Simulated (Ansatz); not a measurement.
Crystal: MgB2.

```
CELL_PARAMETERS angstrom
3.08500 0.00000 0.00000
-1.54250 2.67169 0.00000
0.00000 0.00000 3.52300
ATOMIC_POSITIONS crystal
Mg 0.00000 0.00000 0.00000
B 0.66667 0.33333 0.50000
B 0.33333 0.66667 0.50000
```

Base run:

- Program: Ansatz 0.2.0
- Functional: PBEsol
- Potentials or basis: Ansatz PAW
- Cutoff: 420 eV (not typed: the program's choice for these potentials)
- k mesh: 10 × 10 × 8
- Occupations: fermi-dirac, width 0.05 eV
- Spin: no spin polarisation

Its results: band gap on the k mesh none (metal or under the smearing width); pressure -3.0 GPa.

The run is repeated on the same cell with these changes: functional from PBEsol to revPBE. What comes out?

Band gap on the k mesh none (metal or under the smearing width); pressure 1.8 GPa.

revPBE binds less tightly than PBEsol, so the same cell stands under more pressure.

Caveats: the PAW data sets come from PBE, with cores solved anew for the run's functional, which leaves a small shift of forces and pressure.
